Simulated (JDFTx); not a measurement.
A run of JDFTx 1.7.0 (patched build):

Contents of Ge.in:

```
lattice \
   -4.8650804796     4.8650804796     4.8650804796 \
    4.8650804796    -4.8650804796     4.8650804796 \
    2.6407271787     2.6407271787    -2.6407271787
coords-type Lattice
ion Ge     0.5000000000     0.5000000000     0.0000000000 1
ion Ge     0.2500000000     0.7500000000     0.5000000000 1

ion-species pseudo/Ge.upf
elec-cutoff 39 312
elec-ex-corr gga-PBE
kpoint-folding 11 11 11
elec-smearing Fermi 0.0018374661
elec-n-bands 21
electronic-SCF nIterations 100 energyDiffThreshold 1e-09
electronic-minimize nIterations 30 energyDiffThreshold 1e-7
converge-empty-states yes
forces-output-coords Cartesian

dump-name run.$VAR
dump End Ecomponents EigStats BandEigs Kpoints Forces Stress ElecDensity
```

Potentials or basis: PseudoDojo-SR-PBE-0.5-standard.

Run with:

```sh
$ jdftx -c 1 -i Ge.in -o Ge.out
```

Hardware: 1 thread of Arm Neoverse V2, with other jobs on the host.

Problem. How long does it take, and how much memory?

Solution. Wall time 7.8 min on 1 thread of Arm Neoverse V2 (shared host), peak memory 0.37 GiB. Counts: scf iterations 12, bands 21, k points 126, plane waves 2908.
